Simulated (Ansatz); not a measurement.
Runs of Ansatz 0.2.0 on TiSi2. Symmetry: Immm, No. 71, orthorhombic system. The conventional cell has a = 2.946 Å, b = 3.424 Å, c = 8.424 Å, α = 90.00°, β = 90.00°, γ = 90.00°. Ti (site symmetry mmm) is surrounded by 10 Si at 2.67 to 2.78 Å and 2 Ti at 2.95 Å. Si (site symmetry mm2) is surrounded by 7 Si at 2.63 to 2.95 Å and 5 Ti at 2.67 to 2.78 Å. The cell comes from a database or a generator and needn't be the stable form of this composition.

```tsv
task	potentials or basis	k mesh	cutoff (eV)	smearing	basis error allowed	mesh quality	gap on the mesh (eV)	pressure (GPa)	largest force (eV/Å)
single point	all-electron LAPW, scalar-relativistic	7 × 7 × 7	202	fermi-dirac 0.03 eV	0.002 eV/atom	coarse	none	(a)	0.03
phonons	all-electron LAPW, scalar-relativistic	12 × 12 × 12	213	fermi-dirac 0.05 eV	0.002 eV/atom	not flagged	none	-	0.07
elastic constants	all-electron LAPW, scalar-relativistic	9 × 9 × 9	213	fermi-dirac 0.05 eV	0.002 eV/atom	coarse	none	-3.6	-
density of states	all-electron PAW datasets made for the crystal	12 × 12 × 12	260	fermi-dirac 0.05 eV	-	not flagged	none	-3.6	0.07
```

Alike in all rows: level PBEsol; no spin polarisation; cell as given.

Task: Estimate the missing entries.

Result: (a) -3.4.

Caveats: some runs use coarse meshes; the k mesh is thin for a metal, which can move the energy by tens of meV per atom (some runs); a metal's response needs a denser mesh (some runs); the cell is more than 3 GPa from zero pressure, which shifts response properties (some runs); elastic constants of metals need much finer meshes, so these are rough (some runs); the program warned that the printed levels may be off, so bands, gaps and densities of states are rough (some runs).

A gap of «none» marks a metal or a gap under the smearing width.

The runs don't all hold the same shells in valence.
